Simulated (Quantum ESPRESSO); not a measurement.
**SiC [001], wurtzite: the electronic dielectric constant against strain along c**

How does ε∞, from linear response (ph.x, fixed occupations, ions clamped), follow the strain along c?

Calculated with Quantum ESPRESSO 7.5, PBEsol, GBRV 1.5 ultrasoft potentials, cutoff 680 eV, Fermi–Dirac smearing 0.02 eV, k-mesh 10×10×6, no spin polarisation, no spin-orbit coupling.

```csv
strain along c (%),V (Å³/atom),ε_xx,ε_yy,ε_zz,mean,gap (eV)
−3,10.096,7.011,7.011,7.196,7.073,2.124
−2,10.176,7.015,7.015,7.245,7.092,2.161
−1,10.257,7.022,7.022,7.306,7.116,2.195
0,10.341,7.030,7.030,7.380,7.147,2.123
2,10.512,7.053,7.053,7.563,7.223,1.998
3,10.600,7.067,7.067,7.674,7.269,1.946
```

**Question.** Give the mean ε∞ and the long-wavelength refractive index at x = 1, a row left out above (x is the first column).

Least squares with ε = e0 + e1 x + e2 x² gives e0 = 7.1466, e1 = 0.032714 and e2 = 0.002714. At x = 1 this is 7.182, so n = √ε = 2.680 as an average over directions. The run itself gives 7.182, so the estimate misses by 0.000, a rounding's worth.

Along the table the mean ε∞ doesn't follow the smallest gap simply. Semilocal functionals tend to give ε∞ too large, the k-mesh wasn't converged for it (a zone-centred mesh of this size overestimates it where the gap is small), and polar lattice vibrations add to the static constant, which isn't calculated here.

[Logs are printed without paths, hosts, clocks, repeated set-up lines and the standing remarks that a program may print on its own settings, such as how far it seeks lower states.]
